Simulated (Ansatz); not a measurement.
# BN: the cost of one run

Method: DFT r2SCAN, scalar-relativistic, plane waves, PAW, in Ansatz 0.2.0.

2 further runs of the same task are left out: 2 set aside as unsound or not needed. Runs told in other sessions of the task aren't counted.

## Step 1: Starting point

It takes space group P6_3mc (No. 186, hexagonal). Conventional cell: a = 2.544 Å, b = 2.544 Å, c = 4.208 Å, α = 90.00°, β = 90.00°, γ = 120.00°. B (site symmetry 3m) is surrounded by 4 N at 1.56 to 1.58 Å. N (site symmetry 3m) is surrounded by 4 B at 1.56 to 1.58 Å.

Structure file:

```cif
data_structure
_symmetry_space_group_name_H-M 'P6_3mc'
_symmetry_Int_Tables_number 186
_cell_length_a 2.5440
_cell_length_b 2.5440
_cell_length_c 4.2077
_cell_angle_alpha 90.000
_cell_angle_beta 90.000
_cell_angle_gamma 120.000
_cell_volume 23.58
loop_
_atom_site_label
_atom_site_type_symbol
_atom_site_symmetry_multiplicity
_atom_site_Wyckoff_symbol
_atom_site_fract_x
_atom_site_fract_y
_atom_site_fract_z
_atom_site_occupancy
B1 B 2 b 0.66667 0.33333 0.00020 1
N1 N 2 b 0.66667 0.33333 0.37480 1
```

It goes back to an entry of the Materials Project, which need not be the stable form.

It is built from the cell relaxed beforehand with the same method (5.90 Å³/atom).

## Step 2: The reference cell

The cell is repeated 3 times, 12 atoms in all. Reference values: F = -3263.8085 eV; pressure 0.00 GPa; largest force 0.000 eV/Å; gap on the mesh 5.95 eV. It was computed beforehand with the settings of the runs below.

## Step 3: The scan: sliding across a plane

The cut lies on the cell's a–b face, a (0 0 1) plane of area 5.60 Å², between layers 1.58 Å apart (N below, B above); the cell is 12.6 Å thick. Vector c is tilted by f times 1·a + 1·b (length 4.406 Å) with the atoms' Cartesian places fixed: one unrelaxed fault per cell.

## Step 4: At f = 0.167

The input, input.yaml:

```yaml
crystal:
  lattice:
    - [-2.5439665234, 0.0, 0.0]
    - [-1.2719832617, -2.2031396357, 0.0]
    - [-0.6361188292, -0.3672633773, 12.6232348039]
  atoms:
    - { symbol: B, position: [0.6562618311, 0.6562618311, 0.0624165303] }
    - { symbol: B, position: [0.6006951644, 0.6006951644, 0.3957498636] }
    - { symbol: B, position: [0.5451284977, 0.5451284977, 0.729083197] }
    - { symbol: B, position: [0.1840118311, 0.1840118311, 0.8957498636] }
    - { symbol: B, position: [0.2951451644, 0.2951451644, 0.229083197] }
    - { symbol: B, position: [0.2395784977, 0.2395784977, 0.5624165303] }
    - { symbol: "N", position: [0.5103770589, 0.5103770589, 0.9375501364] }
    - { symbol: "N", position: [0.6215103923, 0.6215103923, 0.2708834697] }
    - { symbol: "N", position: [0.5659437256, 0.5659437256, 0.604216803] }
    - { symbol: "N", position: [0.2048270589, 0.2048270589, 0.7708834697] }
    - { symbol: "N", position: [0.3159603923, 0.3159603923, 0.104216803] }
    - { symbol: "N", position: [0.2603937256, 0.2603937256, 0.4375501364] }
basis:
  ecutwfc: 500
kpoints:
  mp_grid: { grid: [10, 10, 2] }
hamiltonian:
  xc: r2scan
scf:
  occupations: { method: gaussian, width: 0.05 }
output:
  forces: true
  stress: true
  eigenvalues: true
```

On the command line:

```console
ansatz run input.yaml --threads 2 --pin off --max-ram 5120MiB --backend cpu --events-out ev --progress --plain --runs-dir out
```

What time and memory should one allow on 2 threads of Intel Xeon 6975P-C (Granite Rapids), shared host?

About 7.5 s, with a peak of 0.55 GiB.
